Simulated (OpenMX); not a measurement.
MnO in OpenMX: convergence with criterion

MnO:

```
Mn O
1.0
     0.00000    2.22391    2.22391
     2.22391    0.00000    2.22391
     2.22391    2.22391    0.00000
Mn O
1 1
Direct
  0.99870 0.99782 0.00125
  0.49973 0.49860 0.50125
```

The cell is a database's computed one.

The cell isn't the ideal one: atoms moved at random, drawn with an rms of 0.02 Å.

| Property | Result |
| --- | --- |
| Program | OpenMX 3.8.5 |
| Task | convergence study |
| Functional | PBE |
| Potentials or basis | OpenMX 2013 PBE set, Mn6.0-s2p2d1, O6.0-s2p2, grid cutoff 400 Ry |
| k mesh | 7 × 7 × 7 |
| Occupations | fermi-dirac, width 0.05 eV |
| Spin | collinear spin, ferromagnetic start |
| Starting moments | [4.0, 0.0] μB |

These are the settings of the first run; the series varies criterion, with any setting tied to it.

Hardware: 1 thread of Arm Neoverse V1 (shared host).

| criterion | energy less the tightest run, at zero smearing (meV/atom) | SCF cycles | CPU time (s) | peak memory (GiB) |
| --- | --- | --- | --- | --- |
| 1.0e-3 | 0.07 | 21 | 42 | 0.35 |
| 1.0e-4 | 0.00 | 22 | 43 | 0.35 |
| 1.0e-5 | 0.01 | 23 | 44 | 0.35 |
| 1.0e-6 | 0.00 | 25 | 46 | 0.35 |
| 1.0e-7 | 0.00 | 26 | 47 | 0.35 |
| 1.0e-8 | 0.00 | 29 | 50 | 0.35 |
| 1.0e-9 | 0.00 | 30 | 51 | 0.35 |
| 1.0e-10 | 0.00 | 31 | 52 | 0.35 |

Against the tightest run, the energy stays within 1 meV/atom from 1.0e-3 on. The tightest run that finished is the yardstick and may itself not be fully converged.

Caveat, for the tightest run too: a cell with one magnetic atom can't hold antiferromagnetic order, which such compounds often take.
